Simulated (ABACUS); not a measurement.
# InP (F-43m) in ABACUS: settings compared

The runs below take InP through single point, relaxation of cell and atoms, with PBE, r2SCAN.

All numbers are computed with ABACUS 3.10.1; they aren't measurements. Logs are shortened: lines on timing, memory, paths and dates and some standing lists are left out, and cuts for length are marked.

**Measured values to compare with.**

A printed reference work, data compilation reports, for a bulk crystal of InP at 1.6 K: band gap 1.4236 eV (direct).

The results are compared with them further down.

### 1 The structure

The structure is cubic, space group F-43m (No. 216). Conventional cell: a = 5.861 Å, b = 5.861 Å, c = 5.861 Å, α = 90.00°, β = 90.00°, γ = 90.00°. In (site symmetry -43m) is surrounded by 4 P at 2.54 Å. P (site symmetry -43m) is surrounded by 4 In at 2.54 Å.

### 2 Single point, PBE

The input, INPUT:

```
INPUT_PARAMETERS
suffix              InP
calculation         scf
basis_type          lcao
pseudo_dir          ./
orbital_dir         ./
symmetry            1
dft_functional      pbe
ecutwfc             100
pseudo_rcut         10
nspin               1
nbands              19
ks_solver           genelpa
smearing_method     fd
smearing_sigma      0.00367493
scf_thr             1e-07
scf_nmax            100
mixing_type         broyden
mixing_beta         0.7
cal_force           1
cal_stress          1
out_mul             1
out_chg             1
```

The input, STRU:

```
ATOMIC_SPECIES
In 114.8180 In.upf
P 30.9738 P.upf

NUMERICAL_ORBITAL
In_confined-atom_8au_3s3p3d1f.orb
P_confined-atom_7au_3s3p2d1f.orb

LATTICE_CONSTANT
1.8897261246

LATTICE_VECTORS
0.0000000000 2.9305000000 2.9305000000
2.9305000000 0.0000000000 2.9305000000
2.9305000000 2.9305000000 0.0000000000

ATOMIC_POSITIONS
Cartesian

In
0.0
1
0.0000000000 0.0000000000 0.0000000000 1 1 1

P
0.0
1
4.3957500000 4.3957500000 4.3957500000 1 1 1
```

The input, KPT:

```
K_POINTS
0
Gamma
7 7 7 0 0 0
```

Potentials or basis: PseudoDojo NC SR 0.5 PBE standard, TZDP LCAO (the cutoffs set its grid).

The run is started by

```sh
$ OMP_NUM_THREADS=1 mpirun -np 4 abacus > log
```

running log:

```text
ABACUS v3.10.1

               Atomic-orbital Based Ab-initio Computation at UStc

 ------------------------------------------------------------------------------------

 READING GENERAL INFORMATION
                           global_out_dir = OUT.InP/
                           global_in_card = INPUT
                               pseudo_dir = ./
                              orbital_dir = ./
                                    DSIZE = 4
                                    GSIZE = 1

 READING UNITCELL INFORMATION
                                    ntype = 2
                  lattice constant (Bohr) = 1.88973
              lattice constant (Angstrom) = 1

 READING ATOM TYPE 1
                               atom label = In
                      L=0, number of zeta = 3
                      L=1, number of zeta = 3
                      L=2, number of zeta = 3
                      L=3, number of zeta = 1
             number of atom for this type = 1

 READING ATOM TYPE 2
                               atom label = P
                      L=0, number of zeta = 3
                      L=1, number of zeta = 3
                      L=2, number of zeta = 2
                      L=3, number of zeta = 1
             number of atom for this type = 1

                        TOTAL ATOM NUMBER = 2
CARTESIAN COORDINATES ( UNIT =       1.889726124600 Bohr ).
    atom                   x                   y                   z     mag                  vx                  vy                  vz
tauc_In1            0.0000000000        0.0000000000        0.0000000000  0.0000        0.0000000000        0.0000000000        0.0000000000
tauc_P1            4.3957500000        4.3957500000        4.3957500000  0.0000        0.0000000000        0.0000000000        0.0000000000

                          Volume (Bohr^3) = 339.666
                             Volume (A^3) = 50.3332

 Lattice vectors: (Cartesian coordinate: in unit of a_0)
                   +0             +2.9305             +2.9305
              +2.9305                  +0             +2.9305
              +2.9305             +2.9305                  +0
 Reciprocal vectors: (Cartesian coordinate: in unit of 2 pi/a_0)
            -0.170619           +0.170619           +0.170619
            +0.170619           -0.170619           +0.170619
            +0.170619           +0.170619           -0.170619
 The esolver type has been set to : ksdft_lcao

                PAO radial cut off (Bohr) = 10

 Read in pseudopotential file is In.upf
                     pseudopotential type = NC
          exchange-correlation functional = PBE
                 nonlocal core correction = 1
                        valence electrons = 13
                                     lmax = 2
                           number of zeta = 3
                     number of projectors = 6
                           L of projector = 0
[... 5 lines left out ...]
                PAO radial cut off (Bohr) = 10

 Read in pseudopotential file is P.upf
                     pseudopotential type = NC
          exchange-correlation functional = PBE
                 nonlocal core correction = 1
                        valence electrons = 5
                                     lmax = 2
                           number of zeta = 2
                     number of projectors = 6
                           L of projector = 0
                           L of projector = 0
                           L of projector = 1
                           L of projector = 1
                           L of projector = 2
                           L of projector = 2
     initial pseudo atomic orbital number = 13

 SETUP THE ELECTRONS NUMBER
            electron number of element In = 13
      total electron number of element In = 13
             electron number of element P = 5
       total electron number of element P = 5
            AUTOSET number of electrons:  = 18
                           occupied bands = 9
                                   NLOCAL = 63
                                   NBANDS = 19
                                   NBANDS = 19
                                   NLOCAL = 63

%%%%%%%%%%%%%%%%%%%%%%%%%%%%%%%%%%%%%%%%%%%%%%%%%%%%%%%%%%%%%%%%%%%%%%%%%%%%%%%%%%%%%%%%%%%%%%%%%%%%%%%%%%
 Warning: the number of valence electrons in pseudopotential > 3 for In: [Kr] 4d10 5s2 5p1
 Pseudopotentials with additional electrons can yield (more) accurate outcomes, but may be less efficient.
 If you're confident that your chosen pseudopotential is appropriate, you can safely ignore this warning.
%%%%%%%%%%%%%%%%%%%%%%%%%%%%%%%%%%%%%%%%%%%%%%%%%%%%%%%%%%%%%%%%%%%%%%%%%%%%%%%%%%%%%%%%%%%%%%%%%%%%%%%%%%

 SETUP THE PLANE WAVE BASIS
 energy cutoff for charge/potential (unit:Ry) = 400
            fft grid for charge/potential = [ 50, 50, 50 ]
                        fft grid division = [ 5, 5, 5 ]
        big fft grid for charge/potential = [ 10, 10, 10 ]
                                     nbxx = 300
                                     nrxx = 37500

 SETUP PLANE WAVES FOR CHARGE/POTENTIAL
                    number of plane waves = 45767
                         number of sticks = 1675

 PARALLEL PW FOR CHARGE/POTENTIAL
     PROC   COLUMNS(POT)             PW
        1            419          11441
        2            419          11443
        3            419          11443
[... 29 lines left out ...]
(for optimal symmetric configuration:)
                             BRAVAIS TYPE = 3
                     BRAVAIS LATTICE NAME = 03. Cubic F (face-centered)
                                    ibrav = 3
                                    IBRAV = 3
                                  BRAVAIS = FACE CENTERED CUBIC
                       LATTICE CONSTANT A = 5.861
Original cell was already a primitive cell.
                        ROTATION MATRICES = 48
              PURE POINT GROUP OPERATIONS = 24
                   SPACE GROUP OPERATIONS = 24
                                       C2 = 3
                                       C3 = 8
                                       C4 = 0
                                       C6 = 0
                                       S1 = 6
                                       S3 = 0
                                       S4 = 6
                                       S6 = 0
                              POINT GROUP = T_d
                                       C2 = 3
                                       C3 = 8
                                       C4 = 0
                                       C6 = 0
                                       S1 = 6
                                       S3 = 0
                                       S4 = 6
                                       S6 = 0
               POINT GROUP IN SPACE GROUP = T_d

 SETUP K-POINTS
                                    nspin = 1
                   Input type of k points = Monkhorst-Pack(Gamma)
                                   nkstot = 343
                       right hand lattice = 1
(for reciprocal lattice: )
                             BRAVAIS TYPE = 2
                     BRAVAIS LATTICE NAME = 02. Cubic I (body-centered)
                                    ibrav = 2
                       right hand lattice = 1
(for k-lattice: )
                             BRAVAIS TYPE = 2
                     BRAVAIS LATTICE NAME = 02. Cubic I (body-centered)
                                    ibrav = 2
                       right hand lattice = 1
                        ROTATION MATRICES = 48
                               nkstot_ibz = 20
K-POINTS REDUCTION ACCORDING TO SYMMETRY
     IBZ    DIRECT_X    DIRECT_Y    DIRECT_Z  WEIGHT  ibz2bz
       1  0.00000000  0.00000000  0.00000000  0.0029       0
       2  0.14285714  0.14285714  0.14285714  0.0233       1
       3  0.28571429  0.28571429  0.28571429  0.0233       2
       4  0.42857143  0.42857143  0.42857143  0.0233       3
       5  0.14285714  0.14285714  0.00000000  0.0175       8
       6  0.28571429  0.14285714  0.28571429  0.0700       9
[... 12 lines left out ...]
      19 -0.42857143  0.42857143  0.14285714  0.0700      74
      20 -0.28571429  0.42857143  0.28571429  0.0700      75

                               nkstot now = 20
[... K-POINTS DIRECT COORDINATES: 20 rows ...]

           k-point number in this process = 20
       minimum distributed K point number = 20
[... stars of the k points ...]

[... K-POINTS CARTESIAN COORDINATES: 20 rows ...]

[... K-POINTS DIRECT COORDINATES: 20 rows ...]

 SETUP PLANE WAVES FOR WAVE FUNCTIONS
     energy cutoff for wavefunc (unit:Ry) = 100
              fft grid for wave functions = [ 50, 50, 50 ]
                    number of plane waves = 7239
                         number of sticks = 499

 PARALLEL PW FOR WAVE FUNCTIONS
     PROC   COLUMNS(POT)             PW
        1            125           1811
        2            125           1811
        3            124           1808
        4            125           1809
 --------------- sum -------------------
        4            499           7239

 SET NONLOCAL PSEUDOPOTENTIAL PROJECTORS
 SET NONLOCAL PSEUDOPOTENTIAL PROJECTORS
 max number of nonlocal projetors among all species is 6

 -------------------------------------------
 SELF-CONSISTENT
 -------------------------------------------

 SETUP SEARCHING RADIUS FOR PROGRAM TO SEARCH ADJACENT ATOMS
                  longest orb rcut (Bohr) = 8
   longest nonlocal projector rcut (Bohr) = 2.42
                     search radius (Bohr) = 20.8
              searching radius is (Bohr)) = 20.8
         searching radius unit is (Bohr)) = 1.89
                         PeriodicBoundary = 1
                        Radius(unit:lat0) = 11
                                   glayer = [ 5, 5, 5 ]
                             glayer_minus = [ 4, 4, 4 ]

Find the coordinate range of the input atom(unit:lat0).
                                  min_tau = [ -23.4, -23.4, -23.4 ]
                                  max_tau = [ 27.8, 27.8, 27.8 ]
                                BoxNumber = [ 9, 9, 9 ]

 SETUP EXTENDED REAL SPACE GRID FOR GRID INTEGRATION
                          real space grid = [ 50, 50, 50 ]
                 big cell numbers in grid = [ 10, 10, 10 ]
             meshcell numbers in big cell = [ 5, 5, 5 ]
                        extended fft grid = [ 13, 13, 13 ]
                dimension of extened grid = [ 37, 37, 37 ]
                            UnitCellTotal = 125
              Atom number in sub-FFT-grid = 2
    Local orbitals number in sub-FFT-grid = 63
                                ParaV.nnr = 75286
                                 init_chg = atomic

 LCAO ALGORITHM --------------- ION=   1  ELEC=   1--------------------------------

 Density error is 0.078306045277
----------------------------------------------------------
     Energy           Rydberg                 eV
----------------------------------------------------------
 E_KohnSham     -146.7565336847      -1996.7250768411
 E_Harris       -147.7023613904      -2009.5937229652
 E_Fermi        0.5163029550         7.0246620825
----------------------------------------------------------
[... 80 lines left out ...]
 Density error is 5.20120623905e-08
----------------------------------------------------------
     Energy           Rydberg                 eV
----------------------------------------------------------
 E_KohnSham     -146.7831629997      -1997.0873872591
 E_KS(sigma->0) -146.7831629168      -1997.0873861305
 E_Harris       -146.7831630738      -1997.0873882673
 E_band         -3.6880025478        -50.1778488889
 E_one_elec     -49.6440204092       -675.4415491929
 E_Hartree      36.8094382093        500.8180998251
 E_xc           -44.2281764364       -601.7552116839
 E_Ewald        -89.7204041976       -1220.7087239503
 E_entropy(-TS) -0.0000001659        -0.0000022572
 E_descf        0.0000000000         0.0000000000
 E_exx          0.0000000000         0.0000000000
 E_Fermi        0.5582570183         7.5954763977
----------------------------------------------------------

 charge density convergence is achieved
 final etot is -1997.0873873 eV
 EFERMI = 7.5954763977 eV

 STATE ENERGY(eV) AND OCCUPATIONS    NSPIN == 1
 1/20 kpoint (Cartesian) = 0.0000 0.0000 0.0000 (1439 pws)
       1       -7.11491     0.00583090
       2       -7.11491     0.00583090
       3       -7.11491     0.00583090
       4       -6.96488     0.00583090
       5       -6.96488     0.00583090
       6       -4.34485     0.00583090
[... 104 lines left out ...]
       6       -3.56933       0.139942
[... 11 lines left out ...]
      18        20.9486        0.00000
      19        22.2292        0.00000

[... levels at 14 further k points ...]

 correction force for each atom along direction 1 is 0.0198985
 correction force for each atom along direction 2 is -0.00401539
 correction force for each atom along direction 3 is -0.000577243
------------------------------------------------------------------------------------------
 TOTAL-FORCE (eV/Angstrom)
------------------------------------------------------------------------------------------
                       In1         0.0000000000         0.0000000000         0.0000000000
                        P1         0.0000000000         0.0000000000         0.0000000000
------------------------------------------------------------------------------------------

----------------------------------------------------------------
 TOTAL-STRESS (KBAR)
----------------------------------------------------------------
        37.0189133116         0.0000000000         0.0000000000
         0.0000000000        37.0189133116         0.0000000000
        -0.0000000000         0.0000000000        37.0189133116
----------------------------------------------------------------
 TOTAL-PRESSURE: 37.018913 KBAR

 --------------------------------------------
 !FINAL_ETOT_IS -1997.0873872591012059 eV
 --------------------------------------------
```

Run time: 19 s. Hardware: 4 MPI ranks of Intel Xeon Platinum 8259CL at 2.50GHz (Skylake/Cascade Lake), shared host; peak memory 0.56 GiB.

What came out:

| Item | Value |
| --- | --- |
| Free energy | -1997.0874 eV |
| Pressure | 3.7 GPa |
| Band gap on the k mesh | 0.84 eV, direct |
| Mulliken charges | In -0.15; P +0.15 e |

Caveat: the atomic orbitals were generated for these runs and aren't a published set; Mulliken charges move with the basis; spin-orbit coupling is left out, which moves the levels of the heavy elements; the basis of atomic orbitals isn't converged, which shifts pressures, moduli and gaps.

### 3 Relaxation of cell and atoms, PBE

INPUT: that of step 2 with these lines changed.

```diff
@@ -2,3 +2,3 @@
 suffix              InP
-calculation         scf
+calculation         cell-relax
 basis_type          lcao
@@ -11,3 +11,3 @@
 nspin               1
-nbands              19
+nbands              13
 ks_solver           genelpa
@@ -22,2 +22,6 @@
 out_mul             1
-out_chg             1
+relax_nmax          60
+force_thr_ev        0.005
+relax_method        cg
+out_stru            1
+stress_thr          1
```

STRU: that of step 2 with these lines changed.

```diff
@@ -17,3 +17,3 @@
 ATOMIC_POSITIONS
-Cartesian
+Direct
 
@@ -27,2 +27,2 @@
 1
-4.3957500000 4.3957500000 4.3957500000 1 1 1
+0.7500000000 0.7500000000 0.7500000000 1 1 1
```

KPT is that of step 2.

Potentials or basis: PseudoDojo NC SR 0.5 PBE standard, TZDP LCAO (the cutoffs set its grid).

The run is started by

```sh
$ OMP_NUM_THREADS=1 mpirun -np 4 abacus > log
```

Wall time 44 s (4 MPI ranks of Intel Xeon Platinum 8259CL at 2.50GHz (Skylake/Cascade Lake), shared host); peak memory 0.56 GiB.

It converged, with:

```
Free energy                            : -1997.1181 eV
Relaxed volume                         : 26.57 Å³/atom
Relaxed cell                           : a = 4.220 Å, b = 4.220 Å, c = 4.220 Å, α = 60.00°, β = 60.00°, γ = 60.00°
Space group after relaxing (to 0.05 Å) : F-43m (No. 216)
Energy gained by relaxing              : 15.3 meV/atom
Ionic steps                            : 3
Pressure after relaxing                : 0.0 GPa
Mulliken charges                       : In -0.11; P +0.11 e
```

The path:
```csv
step,energy change (eV),largest force (eV/Å),pressure (GPa),volume (Å³)
1,0.0000,0.0000,3.70,50.33
2,-0.0209,0.0000,-1.76,54.85
3,-0.0307,0.0000,0.00,53.14
```

Final structure:
```
CELL_PARAMETERS angstrom
0.00000 2.98391 2.98391
2.98391 0.00000 2.98391
2.98391 2.98391 0.00000
ATOMIC_POSITIONS crystal
In 0.00000 0.00000 0.00000
P 0.75000 0.75000 0.75000
```

Caveat: the atomic orbitals were generated for these runs and aren't a published set; Mulliken charges move with the basis; the basis of atomic orbitals isn't converged, which shifts pressures, moduli and gaps. PBE usually gives volumes a little too large and moduli too small.

(Continued in part 2 of 2.)
